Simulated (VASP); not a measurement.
A run of VASP 6.6.1 is set up as follows.

INCAR

```
SYSTEM = C
PREC = Accurate
ENCUT = 520
EDIFF = 1E-6
ISMEAR = 0
SIGMA = 0.1
LREAL = .False.
LASPH = .True.
NELM = 80
ALGO = Fast
ISIF = 2
LWAVE = .False.
LCHARG = .False.
LDIPOL = .True.
IDIPOL = 3
DIPOL = 0.5 0.5 0.500
GGA = PE
IVDW = 12
NBANDS = 21
```

KPOINTS

```
Automatic mesh
0
Gamma
  9 9 1
  0 0 0
```

POSCAR

```
C
1.0
    2.4651656475      0.0000000000      0.0000000000
   -1.2325828237      2.1348960752      0.0000000000
    0.0000000000      0.0000000000     39.4810792268
C
6
Direct
    0.0000000000      0.0000000000      0.4141009930
    0.6666666667      0.3333333333      0.4140901831
    0.0000000000      0.0000000000      0.5000000000
    0.3333333333      0.6666666667      0.5000000000
    0.0000000000      0.0000000000      0.5858990070
    0.6666666667      0.3333333333      0.5859098169
```

Potentials or basis: VASP PAW PBE potentials, release 64 (C).

Command:

```console
$ cat potpaw_PBE.64/C/POTCAR > POTCAR
$ mpirun -np 1 vasp_std > vasp.out
```

(1) What does it give for the largest force?

(2) Estimate the dispersion energy per atom.

(3) Estimate the band gap on the k mesh.

Results:

(1) 0.010 eV/Å.

(2) -0.130 eV.

(3) 0.00 eV, direct.
